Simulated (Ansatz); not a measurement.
# Electron scattering at the Σ5 (210) boundary in fcc Ir with C (interstitial)

How much does the Σ5 (210) boundary in fcc Ir with C (interstitial) reflect electrons?

Calculated with Ansatz 0.2.0; Ansatz plane-wave DFT, PBE, PAW files; relaxation of a bicrystal slab with its lowest layers held; PAW set soft_1, in the first sound run; inputs show where later runs differ.

## (1) Starting point

The cell holds 22 atoms: 21 Ir and 1 C. Cell: a = 4.702 Å, b = 3.839 Å, c = 29.029 Å, α = 90.0°, β = 90.0°, γ = 65.9°. It derives from Ir. built on the (2 1 0) plane; 2 overlapping atoms removed and the grains opened by 0 Å. Vacuum lies along c.

## (2) Relaxing the bicrystal

The boundary is built by mirroring the lower grain in the boundary plane and removing any atoms that overlap; then the C is put in at the boundary. A thin bicrystal slab is relaxed first, with the lowest layers held and the upper grain free to shift and open.

Input file input.yaml:

```yaml
crystal:
  lattice:
    - [4.7022854592, 0.0, 0.0]
    - [1.5674284864, 3.5048766455, 0.0]
    - [0.0, 0.0, 29.0288347253]
  atoms:
    - { symbol: Ir, position: [0.6, 0.6999999999, 0.1722425322] }
    - { symbol: Ir, position: [0.2, 0.3999999999, 0.2018171241] }
    - { symbol: Ir, position: [0.8, 0.0999999999, 0.2313917159] }
    - { symbol: Ir, position: [0.4, 0.7999999999, 0.2609663078] }
    - { symbol: Ir, position: [0.0, 0.4999999999, 0.2905408997] }
    - { symbol: Ir, position: [0.6, 0.1999999999, 0.3201154915] }
    - { symbol: Ir, position: [0.2, 0.9, 0.3496900834] }
    - { symbol: Ir, position: [0.8, 0.6, 0.3792646753] }
    - { symbol: Ir, position: [0.4, 0.3, 0.4088392671] }
    - { symbol: Ir, position: [0.0, 0.0, 0.438413859] }
    - { symbol: C, position: [0.5, 0.75, 0.438413859] }
    - { symbol: Ir, position: [0.8, 0.6, 0.4975630427] }
    - { symbol: Ir, position: [0.2, 0.9, 0.5271376346] }
    - { symbol: Ir, position: [0.6, 0.1999999999, 0.5567122264] }
    - { symbol: Ir, position: [0.0, 0.4999999999, 0.5862868183] }
    - { symbol: Ir, position: [0.4, 0.7999999999, 0.6158614102] }
    - { symbol: Ir, position: [0.8, 0.0999999999, 0.645436002] }
    - { symbol: Ir, position: [0.2, 0.3999999999, 0.6750105939] }
    - { symbol: Ir, position: [0.6, 0.6999999999, 0.7045851858] }
    - { symbol: Ir, position: [0.0, 0.9999999999, 0.7341597776] }
    - { symbol: Ir, position: [0.4000000001, 0.2999999998, 0.7637343695] }
    - { symbol: Ir, position: [0.8000000001, 0.5999999998, 0.7933089614] }
kpoints:
  mp_grid: { grid: [7, 7, 1] }
hamiltonian:
  xc: pbe
  pseudopotentials: { kind: paw, azcp: { folder: soft_1 } }
scf:
  occupations: { method: fermi_dirac, width: 0.1 }
relax:
  f_tol: 0.03
  max_steps: 80
  constraints: [{ sites: [0, 1, 2, 3] }]
```

On the command line:

```
$ ansatz run input.yaml --threads 4 --pin off --max-ram 15360MiB --backend cpu --events-out ev --progress --plain --runs-dir out
```

Numbers of over 12 decimals in the logs are rounded to 6 here.

The log of the run:

```text
Engine: ansatz 0.2.0, aarch64-unknown-linux-gnu
Pseudopotentials: kind: paw
Pseudopotential: Ir, paw, valence charge 17, recommended cutoff 420 eV (normal), soft_1/Ir.paw.azcp
Pseudopotential: C, paw, valence charge 4, recommended cutoff 420 eV (normal), soft_1/C.paw.azcp
Functional definition: PBE
  parameter kappa = 0.804
  parameter beta = 0.066725
  exchange = pbe_x(kappa = kappa, mu = beta*pi^2/3)
  correlation = pbe_c(beta = beta)
Crystal: 22 atoms, lattice volume = 478.422 Å³
Basis set: ecut = 420 eV, 9349 PW (Γ), exchange–correlation on 64×54×400 points (8 copies of the dense FFT grid, shifted against one another)
Bands: 217, of which v1, the nominal top of the filled ones, is band 181 counted from 1 (180 counted from 0)
Symmetry: 2 space group operations
Space group: Cm (ITA 8), of the structure as read, at distance tolerance 7.8e-5 Å
k-points: 16 of 49 (time reversal used)
Non-local potential: Ir, projectors of the file, l = 0: 3, l = 1: 2, l = 2: 2, l = 3: 1
Non-local potential: C, projectors of the file, l = 0: 2, l = 1: 2, l = 2: 1
PAW form: soft (Blöchl's): semilocal exchange-correlation on the pseudo side does not see the compensation charge
PAW one-centre angular grid: Ir, 590 points (default); XC on 64 Gauss nodes
PAW one-centre angular grid: C, 110 points (default); XC on 64 Gauss nodes
Initial density: superposition of atomic densities (neutral atoms: chi_scale 0, normalization atom)
Initial wavefunctions: pseudopotential atomic-orbital guess
Functional: x = pbe(κ = 0.804, μ = 0.219515), c = pbe(β = 0.066725)
SCF iter   1: F=—  HF=-250917.607416 eV  |F-HF|=—  |Δ(HF+E_count)|=         —  Δρ=4.19e-2  dr2=1.18e1  ethr=3.10e-3  ⟨swp⟩=7.0  Hψ=13765  notcnv=0  defer=72
preconditioner: auto → LDOS  [metal: Δε(μ)=0.009 eV  Ē_g=6.535 eV  σ=0.100 eV  W_gap=0.02  n_scr=130 (ndim 8)  ℏωp=23.6 eV  f_vac=0.300  D(μ)=23.95/eV (n_scr^D=226)  β→1.0]
SCF iter   2: F=—  HF=-250916.958882 eV  |F-HF|=—  |Δ(HF+E_count)|=   6.49e-1  Δρ=3.18e-2  dr2=6.99e0  ethr=3.10e-3  ⟨swp⟩=3.5  Hψ=8288  notcnv=0  defer=104
SCF iter   3: F=—  HF=-250915.105673 eV  |F-HF|=—  |Δ(HF+E_count)|=    1.85e0  Δρ=5.16e-3  dr2=3.19e-1  ethr=1.94e-3  ⟨swp⟩=3.3  Hψ=7953  notcnv=0  defer=108
SCF iter   4: F=—  HF=-250915.041500 eV  |F-HF|=—  |Δ(HF+E_count)|=   6.42e-2  Δρ=2.09e-3  dr2=3.18e-2  ethr=8.85e-5  ⟨swp⟩=2.8  Hψ=6464  notcnv=0  defer=100
SCF iter   5: F=—  HF=-250915.038025 eV  |F-HF|=—  |Δ(HF+E_count)|=   3.47e-3  Δρ=7.54e-4  dr2=1.19e-2  ethr=8.81e-6  ⟨swp⟩=2.8  Hψ=6382  notcnv=0  defer=100
SCF iter   6: F=—  HF=-250915.037088 eV  |F-HF|=—  |Δ(HF+E_count)|=   9.38e-4  Δρ=3.40e-4  dr2=1.21e-3  ethr=3.31e-6  ⟨swp⟩=2.0  Hψ=4882  notcnv=0  defer=100
SCF iter   7: F=—  HF=-250915.036960 eV  |F-HF|=—  |Δ(HF+E_count)|=   1.28e-4  Δρ=9.28e-5  dr2=1.12e-4  ethr=3.35e-7  ⟨swp⟩=2.2  Hψ=5216  notcnv=0  defer=100
SCF iter   8: F=-250915.036961 eV  HF=-250915.036965 eV  |F-HF|=4.58e-6  |Δ(HF+E_count)|=   5.62e-6  Δρ=4.37e-5  dr2=1.48e-5  ethr=6.23e-9  ⟨swp⟩=3.4  Hψ=14493  notcnv=0
SCF 1 converged in 8 iterations: F = -250915.036961 eV  dr2 = 1.48e-5
  greatest PAW one-centre occupation: 1.000 electrons in one spin orbital (limit 2), on the Ir atom at site 14 (counted from 0), in its partial waves of l = 0
relax step   1: F+E_penalty+E_count = -250915.03696067 eV  Δ(F+E_penalty+E_count) = +0.000e0 eV  max|allowed force component| = 1.602e0 eV/Å  Δτ_max = 0.0000 Å  (8 SCF iters, dr2 threshold 2.25e-5 eV, accepted)
Initial density: handed on by an earlier stage of this run
Initial wavefunctions: those handed on with the density
iter 1 solved again at ethr=1.41e-3 eV; its pass at ethr=3.10e-3 eV (dr2=5.08e0 eV) is discarded
SCF iter   1: F=—  HF=-250915.408429 eV  |F-HF|=—  |Δ(HF+E_count)|=         —  Δρ=1.38e-2  dr2=4.76e0  ethr=1.41e-3  ⟨swp⟩=1.1  Hψ=11303  notcnv=0  defer=106
preconditioner: auto → LDOS  [metal: Δε(μ)=0.010 eV  Ē_g=6.419 eV  σ=0.100 eV  W_gap=0.03  n_scr=130 (ndim 8)  ℏωp=23.6 eV  f_vac=0.306  D(μ)=23.44/eV (n_scr^D=210)  β→1.0]
SCF iter   2: F=—  HF=-250915.321287 eV  |F-HF|=—  |Δ(HF+E_count)|=   8.71e-2  Δρ=4.68e-3  dr2=1.78e-1  ethr=1.32e-3  ⟨swp⟩=2.1  Hψ=4883  notcnv=0  defer=106
SCF iter   3: F=—  HF=-250915.299650 eV  |F-HF|=—  |Δ(HF+E_count)|=   2.16e-2  Δρ=3.17e-3  dr2=1.11e-1  ethr=4.94e-5  ⟨swp⟩=2.9  Hψ=7284  notcnv=0  defer=106
SCF iter   4: F=—  HF=-250915.270611 eV  |F-HF|=—  |Δ(HF+E_count)|=   2.90e-2  Δρ=5.86e-4  dr2=2.53e-3  ethr=3.09e-5  ⟨swp⟩=2.4  Hψ=5665  notcnv=0  defer=106
SCF iter   5: F=—  HF=-250915.269590 eV  |F-HF|=—  |Δ(HF+E_count)|=   1.02e-3  Δρ=1.82e-4  dr2=3.04e-4  ethr=7.01e-7  ⟨swp⟩=2.4  Hψ=5844  notcnv=0  defer=106
SCF iter   6: F=-250915.269630 eV  HF=-250915.269634 eV  |F-HF|=4.34e-6  |Δ(HF+E_count)|=   4.43e-5  Δρ=5.38e-5  dr2=2.05e-5  ethr=2.77e-8  ⟨swp⟩=3.6  Hψ=14014  notcnv=0
SCF 2 converged in 6 iterations: F = -250915.269630 eV  dr2 = 2.05e-5
  greatest PAW one-centre occupation: 1.000 electrons in one spin orbital (limit 2), on the Ir atom at site 11 (counted from 0), in its partial waves of l = 0
relax step   2: F+E_penalty+E_count = -250915.26962979 eV  Δ(F+E_penalty+E_count) = -2.327e-1 eV  max|allowed force component| = 2.349e0 eV/Å  Δτ_max = 0.1901 Å  (6 SCF iters, dr2 threshold 1.00e-4 eV, accepted)
iter 1 solved again at ethr=5.14e-4 eV; its pass at ethr=3.10e-3 eV (dr2=1.86e0 eV) is discarded
SCF iter   1: F=—  HF=-250915.555967 eV  |F-HF|=—  |Δ(HF+E_count)|=         —  Δρ=9.01e-3  dr2=2.30e0  ethr=5.14e-4  ⟨swp⟩=1.5  Hψ=11153  notcnv=0  defer=105
eigensolver tolerance schedule calibrated: the retry pair's looser diagonalisation under-reported the residual by θ = 0.19 (0.25/decade); ethr = c·dr2/N_el runs at the constant in force after the calibration composes with the one it found (an armed cap, an earlier calibration), c = 1.6e-2
preconditioner: auto → LDOS  [metal: Δε(μ)=0.006 eV  Ē_g=6.375 eV  σ=0.100 eV  W_gap=0.01  n_scr=130 (ndim 8)  ℏωp=23.6 eV  f_vac=0.302  D(μ)=24.07/eV (n_scr^D=226)  β→1.0]
SCF iter   2: F=—  HF=-250915.509314 eV  |F-HF|=—  |Δ(HF+E_count)|=   4.67e-2  Δρ=2.03e-3  dr2=3.60e-2  ethr=1.03e-4  ⟨swp⟩=2.2  Hψ=5284  notcnv=0  defer=105
SCF iter   3: F=—  HF=-250915.508185 eV  |F-HF|=—  |Δ(HF+E_count)|=   1.13e-3  Δρ=1.51e-3  dr2=2.57e-2  ethr=1.61e-6  ⟨swp⟩=3.1  Hψ=8033  notcnv=0  defer=105
SCF iter   4: F=—  HF=-250915.501940 eV  |F-HF|=—  |Δ(HF+E_count)|=   6.24e-3  Δρ=3.82e-4  dr2=9.08e-4  ethr=1.15e-6  ⟨swp⟩=2.8  Hψ=6874  notcnv=0  defer=105
SCF iter   5: F=—  HF=-250915.501743 eV  |F-HF|=—  |Δ(HF+E_count)|=   1.97e-4  Δρ=9.57e-5  dr2=9.49e-5  ethr=4.07e-8  ⟨swp⟩=3.0  Hψ=7829  notcnv=0  defer=105
SCF iter   6: F=-250915.501734 eV  HF=-250915.501739 eV  |F-HF|=4.69e-6  |Δ(HF+E_count)|=   4.72e-6  Δρ=3.29e-5  dr2=8.58e-6  ethr=4.26e-9  ⟨swp⟩=5.0  Hψ=11683  notcnv=0
SCF 3 converged in 6 iterations: F = -250915.501734 eV  dr2 = 8.58e-6
relax step   3: F+E_penalty+E_count = -250915.50173396 eV  Δ(F+E_penalty+E_count) = -2.321e-1 eV  max|allowed force component| = 3.299e-1 eV/Å  Δτ_max = 0.1389 Å  (6 SCF iters, dr2 threshold 1.00e-4 eV, accepted)
[...]
relax step   4: F+E_penalty+E_count = -250915.51357293 eV  Δ(F+E_penalty+E_count) = -1.184e-2 eV  max|allowed force component| = 1.313e-1 eV/Å  Δτ_max = 0.0605 Å  (6 SCF iters, dr2 threshold 6.80e-6 eV, accepted)
[...]
relax step   5: F+E_penalty+E_count = -250915.51585815 eV  Δ(F+E_penalty+E_count) = -2.285e-3 eV  max|allowed force component| = 7.017e-2 eV/Å  Δτ_max = 0.0380 Å  (6 SCF iters, dr2 threshold 1.08e-6 eV, accepted)
SCF iter   1: F=—  HF=-250915.517858 eV  |F-HF|=—  |Δ(HF+E_count)|=         —  Δρ=6.28e-4  dr2=4.17e-3  ethr=1.47e-6  ⟨swp⟩=3.0  Hψ=7620  notcnv=0  defer=108
preconditioner: auto → LDOS  [metal: Δε(μ)=0.005 eV  Ē_g=6.372 eV  σ=0.100 eV  W_gap=0.01  n_scr=130 (ndim 8)  ℏωp=23.6 eV  f_vac=0.301  D(μ)=24.23/eV (n_scr^D=226)  β→1.0]
SCF iter   2: F=—  HF=-250915.517806 eV  |F-HF|=—  |Δ(HF+E_count)|=   5.19e-5  Δρ=1.55e-4  dr2=2.34e-4  ethr=1.15e-6  ⟨swp⟩=1.3  Hψ=4008  notcnv=0  defer=108
SCF iter   3: F=—  HF=-250915.517796 eV  |F-HF|=—  |Δ(HF+E_count)|=   1.06e-5  Δρ=8.98e-5  dr2=8.37e-5  ethr=6.47e-8  ⟨swp⟩=2.9  Hψ=5974  notcnv=0  defer=108
SCF iter   4: F=—  HF=-250915.517118 eV  |F-HF|=—  |Δ(HF+E_count)|=   6.78e-4  Δρ=2.17e-5  dr2=5.49e-6  ethr=2.32e-8  ⟨swp⟩=2.8  Hψ=6142  notcnv=0  defer=108
SCF iter   5: F=—  HF=-250915.517117 eV  |F-HF|=—  |Δ(HF+E_count)|=   1.08e-6  Δρ=5.45e-6  dr2=1.91e-7  ethr=1.52e-9  ⟨swp⟩=2.1  Hψ=5193  notcnv=0  defer=108
SCF iter   6: F=-250915.517117 eV  HF=-250915.517117 eV  |F-HF|=2.49e-8  |Δ(HF+E_count)|=   3.22e-8  Δρ=1.88e-6  dr2=3.43e-8  ethr=2.77e-11  ⟨swp⟩=5.0  Hψ=12615  notcnv=0
SCF 6 converged in 6 iterations: F = -250915.517117 eV  dr2 = 3.43e-8
relax step   6: F+E_penalty+E_count = -250915.51711687 eV  Δ(F+E_penalty+E_count) = -1.259e-3 eV  max|allowed force component| = 1.199e-2 eV/Å  Δτ_max = 0.0078 Å  (6 SCF iters, accepted)
SCF converged after 6 iterations
Free energy (F): -250915.517117 eV
Harris-Foulkes:  -250915.517117 eV  (|F-HF|=2.49e-8)
Internal energy: -250914.713378 eV  (E = F + TS)
E sigma→0 (E₀):  -250915.115247 eV
Entropy (-TS):   -0.803739 eV (-36.534 meV/atom)
Fermi energy:    14.268369 eV
--- Per-component energies (eV) ---
  E_band       = -5718.421568
  E_kinetic    = 11409.474950
  E_local      = -411999.662959  (includes V_loc(G=0)·N_el)
  E_nonlocal   = 4014.776752
  E_hartree    = 201094.662215
  E_xc         = -4870.394054
  E_vxc        = -5432.325612  (∫ρ·V_xc dr)
  E_paw        = -194668.751887  (= ΣΔE_a)
  E_vpaw       = -5899.995046  (= ΣTr[D̂ρ^β])
  E_aug_tail   = 0.007424  (compensation charges beyond the density's cutoff)
  E_ewald      = 144105.174182
  E_smearing   = -0.803739  (= −TS)
  E_closure    = -0.000000  (closes the sum)
  Σ components = -250915.517117   (vs F -250915.517117, Δ=0.00e0)
--- Forces (eV/Å), atoms counted from 1 ---
  atom   1  Ir    -0.09213698     0.04120491     1.56914959
  atom   2  Ir     0.12973809    -0.05802064    -0.19364270
  atom   3  Ir     0.13593192    -0.06079060    -0.90974753
  atom   4  Ir    -0.16432250     0.07348725    -0.46918855
  atom   5  Ir    -0.00211908     0.00094768     0.00261200
  atom   6  Ir     0.00348366    -0.00155794    -0.00200093
  atom   7  Ir    -0.00312395     0.00139707    -0.00142631
  atom   8  Ir    -0.00217841     0.00097422    -0.00264465
  atom   9  Ir    -0.00447783     0.00200255     0.00678003
  atom  10  Ir     0.00063742    -0.00028506     0.00481491
  atom  11  C      0.00547402    -0.00244806    -0.01199271
  atom  12  Ir     0.00473951    -0.00211957     0.00822735
  atom  13  Ir    -0.00560839     0.00250815    -0.00721936
  atom  14  Ir    -0.00729253     0.00326132    -0.00014660
  atom  15  Ir     0.00449387    -0.00200972     0.01179055
  atom  16  Ir     0.00045750    -0.00020460     0.00049645
  atom  17  Ir    -0.00319923     0.00143074     0.00053578
  atom  18  Ir    -0.00029518     0.00013201    -0.00507611
  atom  19  Ir     0.00212889    -0.00095207     0.00177024
  atom  20  Ir    -0.00219401     0.00098119    -0.00773110
  atom  21  Ir     0.00698229    -0.00312257     0.00148997
  atom  22  Ir    -0.00711023     0.00317979     0.00312641
  max |Σ_I F_I| component: 2.33e-5 eV/Å
--- Relaxed structure (6 steps of the walk, 6 accepted, 0 SCFs on fresh bases) ---
  F+E_penalty+E_count = -250915.51711687 eV   max|allowed force component| = 1.199e-2 eV/Å
  atoms:
    - { symbol: Ir, position: [0.600000, 0.700000, 0.1722425322] }
    - { symbol: Ir, position: [0.200000, 0.400000, 0.2018171241] }
    - { symbol: Ir, position: [0.800000, 0.100000, 0.231392] }
    - { symbol: Ir, position: [0.400000, 0.800000, 0.2609663078] }
    - { symbol: Ir, position: [-0.00250599, 0.501253, 0.290731] }
    - { symbol: Ir, position: [0.601159, 0.199421, 0.320442] }
    - { symbol: Ir, position: [0.197432, 0.901284, 0.349492] }
    - { symbol: Ir, position: [0.797451, 0.601275, 0.381886] }
    - { symbol: Ir, position: [0.413431, 0.293284, 0.412196] }
    - { symbol: Ir, position: [0.021614, -0.010807, 0.442036] }
    - { symbol: C, position: [0.502695, 0.748653, 0.441502] }
    - { symbol: Ir, position: [0.770894, 0.614553, 0.497501] }
    - { symbol: Ir, position: [0.167992, 0.916004, 0.529784] }
    - { symbol: Ir, position: [0.570950, 0.214525, 0.557994] }
    - { symbol: Ir, position: [-0.025535, 0.512768, 0.587829] }
    - { symbol: Ir, position: [0.376391, 0.811804, 0.618923] }
    - { symbol: Ir, position: [0.774499, 0.112751, 0.647808] }
    - { symbol: Ir, position: [0.170307, 0.414847, 0.677854] }
    - { symbol: Ir, position: [0.569328, 0.715336, 0.708305] }
    - { symbol: Ir, position: [-0.021878, 1.010939, 0.739403] }
    - { symbol: Ir, position: [0.373900, 0.313050, 0.766894] }
    - { symbol: Ir, position: [0.772260, 0.613870, 0.792714] }
```

It took 4.4 min on 4 threads of Arm Neoverse V2, shared host; peak memory 2.7 GiB; 17 min of CPU time.

The steps of the relaxation:

```tsv
step	energy less that of the first step (eV)	largest force component (eV/Å)
1	0.0000	1.6022
2	-0.2327	2.3489
3	-0.4648	0.3299
4	-0.4766	0.1313
5	-0.4789	0.0702
6	-0.4802	0.0120
```

Forces are held to the 2 operations that the run works with; a distortion that breaks them can't arise in this run.

The atoms that moved most (Å):

```tsv
atom	dx	dy	dz	length
Ir20	-0.086	0.038	0.152	0.179
Ir19	-0.120	0.054	0.108	0.170
Ir13	-0.125	0.056	0.077	0.157
Ir18	-0.116	0.052	0.083	0.152
Ir21	-0.102	0.046	0.092	0.145
Ir10	0.085	-0.038	0.105	0.140
Ir16	-0.093	0.041	0.089	0.135
Ir14	-0.114	0.051	0.037	0.130
```

This step gave:

```yaml
free_energy: -250915.5171 eV
energy_at_zero_smearing: -250915.1152 eV
fermi_energy: 14.27 eV
```

The largest force component on a free atom ends at 0.012 eV/Å, under the tolerance of 0.03, after 6 steps.

[end of part 1 of 2]

[Logs are printed without paths, hosts, clocks, repeated set-up lines and the standing remarks that a program may print on its own settings, such as how far it seeks lower states.]

[Hosts, paths, dates, database ids (printed as entryN), source tags and the programs' standing remarks are cut or masked in the printed files.]
